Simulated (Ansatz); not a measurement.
BN at 50 GPa: from Born charge to LO–TO splitting and polaron coupling

Theory: DFT PBE+D3(BJ), scalar-relativistic, plane waves, PAW in Ansatz 0.2.0. Cutoff 420 eV, 12×12×12 k-points (Γ-centred), fixed occupations. No spin polarisation. Phonons by linear response, acoustic sum rule imposed.

The cell, relaxed at 50 GPa:
```cif
data_structure
_symmetry_space_group_name_H-M 'P 1'
_symmetry_Int_Tables_number 1
_cell_length_a 2.4602
_cell_length_b 2.4602
_cell_length_c 2.4602
_cell_angle_alpha 60.000
_cell_angle_beta 60.000
_cell_angle_gamma 60.000
_cell_volume 10.53
loop_
_atom_site_label
_atom_site_type_symbol
_atom_site_fract_x
_atom_site_fract_y
_atom_site_fract_z
_atom_site_occupancy
B1 B 0.04122 0.04122 0.04122 1
N1 N 0.29122 0.29122 0.29122 1
```

Other phases may be more stable at this pressure.

Linear response gives ν_TO = 1191.3 cm⁻¹, Born charges ±1.856 e (positive on B) and ε∞ = 4.507. The primitive cell holds 10.529 Å³, and the masses are 10.810 and 14.007 amu.

Question: Find ν_LO and the static dielectric constant.

Answer: The long-wave field adds a restoring force: ω_LO² − ω_TO² = Z*²e²/(ε_vac ε∞ μV). In these units ν_LO² − ν_TO² = 4.92064×10⁷ Z*²/(μ V ε∞) cm⁻², with μ = m₁m₂/(m₁ + m₂) = 6.101 amu: 585485 cm⁻². So ν_LO = √(1191.3² + 585485) = 1415.9 cm⁻¹, and the run gives 1415.9. Lyddane–Sachs–Teller then gives ε0 = ε∞ (ν_LO/ν_TO)² = 6.37, against 6.37 in the run (it forms both from the same three quantities, so the match checks the arithmetic only). Between ν_TO and ν_LO the dielectric function is negative and an undamped crystal reflects fully: a reststrahlen band from 7.1 to 8.4 μm.

Question: What do the Clausius–Mossotti polarisability and the Szigeti charge come to?

Answer: With the Lorentz local field, α = (3V/4π)(ε∞ − 1)/(ε∞ + 2) = 1.35 Å³ for the pair, and e_S = 3Z*/(ε∞ + 2) = 0.86 e. The Born charge includes the electrons' response to the dipole's own local field, and e_S takes that enhancement out. The Lorentz field assumes point-like polarisable ions, a poor picture once ε∞ is this large, since the electron clouds then overlap or are shared, so both numbers are formal here.

Question: How strongly does a slow electron couple to the LO mode?

Answer: For one isotropic parabolic band, Fröhlich's constant is α_F = (1/ε∞ − 1/ε0) √(m* Ry/ħω_LO), with Ry = 13.606 eV, ħω_LO = 175.6 meV and m* in free-electron masses: α_F = 0.0648 × 8.80 × √m* = 0.57 √m*. The band mass isn't part of this run; for m* = 0.1, 0.3 and 1 it gives 0.18, 0.31, 0.57. In weak coupling the polaron lies α_F ħω_LO below the band edge (55 meV at m* = 0.3) with a mass m*(1 + α_F/6); past α_F of about 5 or 6 that expansion fails. A semilocal functional's ε∞ tends to be too large, which taken alone lowers α_F.

Cost: 1 run of about 0.9 core-minutes, on Intel Xeon Processor @ 2.50GHz (Skylake/Cascade Lake) (shared hosts).

The polar response here combines a wide LO–TO splitting with only modest lattice screening: ε∞ = 4.507 rises to just 6.37 when the ions can follow the field. The two are compatible because the light atoms and small cell raise the splitting in squared frequency, whereas the ionic part of the static dielectric constant doesn't depend on mass. It is set by the Born charge, the cell volume and the stiffness of the TO mode, and short, strong B–N bonds with much covalent character keep that stiffness high. The Born charge of 1.856 e fits polar covalent bonding, but it measures the polarisation caused by moving an atom, not the static charge residing on it.

The same stiffness limits the Fröhlich coupling, since little ionic screening remains for a slow carrier to exploit. All the trial masses therefore fall in the weak-coupling regime, which suggests a large, mobile polaron rather than a self-trapped one, as far as long-range polar coupling decides the matter. With a single pressure, the results don't show whether compression strengthens or weakens this coupling.
